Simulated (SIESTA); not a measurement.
Crystal: Pd.

```
CELL_PARAMETERS angstrom
0.00000 1.94650 1.94650
1.94650 0.00000 1.94650
1.94650 1.94650 0.00000
ATOMIC_POSITIONS crystal
Pd 0.00000 0.00000 0.00000
```

Base run:

```yaml
Program: SIESTA 5.4.2
Functional: PBE
Potentials_or_basis: PseudoDojo 0.4 standard (PBE files)
Basis: DZP (energy shift 0.002 Ry)
Grid_cutoff: 800 Ry
Energy_shift: 0.002 Ry
k_mesh: 12 × 12 × 12
Occupations: fermi-dirac, width 0.05 eV
Spin: no spin polarisation
```

Its results: band gap on the k mesh none (metal or under the smearing width); pressure 5.8 GPa.

Problem. The run is repeated on the same cell with these changes: functional from PBE to RGE2. What comes out?

Solution. Band gap on the k mesh none (metal or under the smearing width); pressure -2.0 GPa.

Caveats: semicore shells carry a single zeta, which can move pressures by several GPa and volumes by a few percent; the basis of atomic orbitals isn't converged, which shifts pressures, moduli and gaps; the potentials were made for another functional, which shifts forces and pressure (some runs).
